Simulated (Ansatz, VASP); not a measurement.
Hg: VASP beside Ansatz

```
CELL_PARAMETERS angstrom
-1.98302 1.98302 1.85298
1.98302 -1.98302 1.85298
1.98302 1.98302 -1.85298
ATOMIC_POSITIONS crystal
Hg 0.00000 0.00000 0.00000
```

Alike in both runs: functional PBE; k mesh 16 × 16 × 16; occupations gaussian, width 0.1 eV; no spin polarisation.

Ansatz relaxed the structure, and its values are those at the end. VASP's run is a single point on that final structure, the one shown.

```csv
,VASP,Ansatz
version,VASP 6.6.1,Ansatz 0.2.0
potentials or method,"VASP PAW PBE potentials, release 64 (Hg)","scalar-relativistic, plane waves, PAW"
plane-wave cutoff (eV),520,420
valence electrons in the cell,12,20
```

```tsv
	VASP	Ansatz	Ansatz less VASP
gap on the k mesh at the Fermi level (eV)	none	none	-
pressure (GPa)	0.1	0.0	-0.08
```

A gap of «none» marks a metal or a gap that the smearing closes. The two sets of potentials don't hold the same shells in valence.

The runs have no spin-orbit coupling, so splittings on Hg are missing.
